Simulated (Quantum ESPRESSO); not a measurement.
The system is CdTe.

```xyz
2
Lattice="0.0000 3.2050 3.2050 3.2050 0.0000 3.2050 3.2050 3.2050 0.0000" Properties=species:S:1:pos:R:3 pbc="T T T"
Te    4.8075    4.8075    4.8075
Cd    0.0000    0.0000    0.0000
```

- Program: Quantum ESPRESSO 7.5
- Task: single point
- Functional: PBE
- Potentials or basis: SSSP 1.3 efficiency PBE
- Cutoff: 816 eV
- Density cutoff: 6531 eV
- k mesh: 7 × 7 × 7
- Occupations: fermi-dirac, width 0.05 eV
- Spin: no spin polarisation

On this cell: pressure 4.4 GPa; largest force zero by symmetry; band gap on the k mesh 0.87 eV, direct.

The same run follows on a disturbed copy (atoms moved at random, drawn with an rms of 0.05 Å):

```xyz
2
Lattice="0.0000 3.2050 3.2050 3.2050 0.0000 3.2050 3.2050 3.2050 0.0000" Properties=species:S:1:pos:R:3 pbc="T T T"
Te    4.7823    4.7885    4.7565
Cd   -0.0187   -0.0085    0.0216
```

**Question.** What changes?

**Answer.** The energy moves by +7.4 meV/atom; pressure 4.5 GPa; largest force 0.400 eV/Å; band gap on the k mesh 0.82 eV, direct.

Forces on the atoms (eV/Å):
```
Te   0.022  0.049  0.396
Cd  -0.022 -0.049 -0.396
```

Stress tensor (GPa, compression positive):
```
 4.54 -1.45 -0.19
-1.45  4.54 -0.10
-0.19 -0.10  4.42
```

Caveats: spin-orbit coupling is left out, which moves the levels of the heavy elements.

